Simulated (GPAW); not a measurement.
Write an ASE script for GPAW 26.7.0 that does the following.

```
Task                : equation of state
Functional          : PBEsol
Potentials or basis : PAW data sets generated in the run's folder for this functional
Cutoff              : 600 eV
Basis               : pw
k mesh              : 8 × 8 × 8
Occupations         : fermi-dirac, width 0.05 eV
Spin                : collinear spin, ferromagnetic start
Starting moments    : [1.0, 1.0, 1.0, 0.0] μB
Maxiter             : 150
Eos scales          : [0.94, 0.96, 0.98, 1.0, 1.02, 1.04, 1.06]
```

The system is SiNi3.

```
CELL_PARAMETERS angstrom
3.54200 0.00000 0.00000
0.00000 3.54200 0.00000
0.00000 0.00000 3.54200
ATOMIC_POSITIONS crystal
Ni 0.50000 0.50000 0.00000
Ni 0.50000 0.00000 0.50000
Ni 0.00000 0.50000 0.50000
Si 0.00000 0.00000 0.00000
```

These files were run (other wordings do the same):

run.py

```python
from ase import Atoms
from ase.eos import EquationOfState
from ase.io import Trajectory
from ase.units import GPa
from gpaw import GPAW, PW, setup_paths

setup_paths.insert(0, '.')

atoms = Atoms(['Ni', 'Ni', 'Ni', 'Si'],
              cell=[[3.542, 0.0, 0.0],
                    [0.0, 3.542, 0.0],
                    [0.0, 0.0, 3.542]],
              scaled_positions=[[0.5, 0.5, 0.0],
                                [0.5, 0.0, 0.5],
                                [0.0, 0.5, 0.5],
                                [0.0, 0.0, 0.0]],
              pbc=True)
atoms.set_initial_magnetic_moments([1.0, 1.0, 1.0, 0.0])

traj = Trajectory('eos.traj', 'w')
volumes, energies = [], []
for x in [0.94, 0.96, 0.98, 1.0, 1.02, 1.04, 1.06]:
    a = atoms.copy()
    a.set_cell(atoms.cell * x**(1 / 3), scale_atoms=True)
    calc = GPAW(mode=PW(600),
                xc='PBEsol',
                kpts={'size': (8, 8, 8), 'gamma': True},
                occupations={'name': 'fermi-dirac', 'width': 0.05},
                nbands=45,
                convergence={'density': 1e-05, 'energy': 1e-05},
                maxiter=150,
                txt=f'eos-{x:.2f}.txt')
    a.calc = calc
    energies.append(a.get_potential_energy(force_consistent=True))
    volumes.append(a.get_volume())
    p = -a.get_stress()[:3].mean() / GPa
    calc.write(f'eos-{x:.2f}.gpw')
    traj.write(a)
    print(f'{x:.2f} {volumes[-1]:10.4f} A^3 {energies[-1]:14.6f} eV {p:9.3f} GPa', flush=True)

v0, e0, B = EquationOfState(volumes, energies, eos='birchmurnaghan').fit()
print(f'V0 = {v0:.4f} A^3, E0 = {e0:.6f} eV, B0 = {B / GPa:.2f} GPa')
```

Potentials or basis: PAW data sets generated in the run's folder for this functional, pw.

Command:

```sh
$ gpaw-setup -f PBEsol Ni Si
$ OMP_NUM_THREADS=1 python run.py
```

It gave:

```yaml
Equilibrium_volume: 10.50 Å³/atom
Bulk_modulus: 242 GPa
Pressure_derivative_of_the_bulk_modulus: 4.8
```

Caveat: the stock nickel data set gives pressures a few GPa off other programs.

Wall time 6.6 min on 1 thread of Intel(R) Xeon(R) 6975P-C (Granite Rapids), with other jobs on the host, peak memory 0.49 GiB.
